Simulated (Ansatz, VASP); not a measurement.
CaO in VASP and in Ansatz

```
Ca O
1.0
     3.95206    0.00000    0.00000
    -1.97603    3.45715    0.00000
     0.00000    0.00000    4.78484
Ca O
2 2
Direct
  0.33333 0.66667 0.75000
  0.66667 0.33333 0.25000
  0.33333 0.66667 0.25000
  0.66667 0.33333 0.75000
```

Change from the starting cell: strain -0.0100 x Voigt [1, 0, 0, 0, 0, 0], atoms carried along.

Alike in both runs: task single point; functional LDA; k mesh 9 × 9 × 6; occupations gaussian, width 0.05 eV; no spin polarisation.

|  | VASP | Ansatz |
| --- | --- | --- |
| version | VASP 6.6.1 | Ansatz 0.2.0 |
| potentials or method | VASP PAW LDA potentials, release 64 (Ca_sv, O) | scalar-relativistic, plane waves, PAW |
| plane-wave cutoff (eV) | 520 | 420 |
| valence electrons in the cell | 32 | 32 |

|  | VASP | Ansatz | Ansatz less VASP |
| --- | --- | --- | --- |
| gap on the k mesh at the Fermi level (eV) | 3.05 | 3.06 | +0.007 |
| least direct gap on the mesh (eV) | 3.05 | 3.06 | +0.007 |
| pressure (GPa) | -4.3 | -5.0 | -0.65 |
| largest component of the traceless stress (GPa) | 0.85 | 0.86 | +0.009 |
| rms of the force components (eV/Å) | 0.030 | 0.028 | -0.0019 |

Atom by atom the forces differ by 0.002 eV/Å (rms over components).

Caveats: an odd mesh through Γ misses points on the zone boundary, where band edges often lie.
